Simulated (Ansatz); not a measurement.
# NbP: do energies and stresses tell the same story?

The calculation used Ansatz 0.2.0, DFT PBEsol, scalar-relativistic, plane waves, PAW.

Cutoff 420 eV; k points 18×18×18 on the computed 4-atom cell (Γ-centred); Gaussian smearing, width 0.10 eV; no spin polarisation.

Relaxed cell: I4_1md, a = 3.320 Å, b = 3.320 Å, c = 11.290 Å, α = 90.00°, β = 90.00°, γ = 90.00°, 4 atoms in the primitive cell. Whether it is the stable form of this composition wasn't checked.

Energies at zero smearing and pressures from the stress tensor, at volumes with shape and atoms relaxed:
| V (Å³/atom) | E − E(first) (meV/atom) | P (GPa) |
| --- | --- | --- |
| 13.691 | 0.00 | 33.25 |
| 14.158 | -81.41 | 22.93 |
| 14.625 | -134.97 | 14.08 |
| 15.091 | -164.64 | 6.49 |
| 15.558 | -173.83 | -0.01 |
| 16.025 | -165.45 | -5.60 |
| 16.492 | -142.02 | -10.37 |
| 17.114 | -91.10 | -15.67 |

Check P = −dE/dV between neighbouring volumes, and get the bulk modulus from the pressures alone.

With 1 eV/Å³ = 160.2 GPa:
| middle V (Å³/atom) | −ΔE/ΔV (GPa) | mean P (GPa) |
| --- | --- | --- |
| 13.925 | 27.946 | 28.093 |
| 14.391 | 18.386 | 18.507 |
| 14.858 | 10.183 | 10.286 |
| 15.325 | 3.153 | 3.239 |
| 15.792 | -2.874 | -2.804 |
| 16.258 | -8.042 | -7.982 |
| 16.803 | -13.112 | -13.017 |

The two differ by 0.15 GPa at most. The mean of two end pressures misses the average over a step by about ΔV² P″/12, up to 0.13 GPa here; with that taken off 0.02 GPa remains. Around V = 15.558 Å³/atom, the two neighbours give B = −V ΔP/ΔV = 15.558 × 12.09 / 0.933 = 201.4 GPa, against B0 = 200.3 GPa from the Birch–Murnaghan fit of the energies.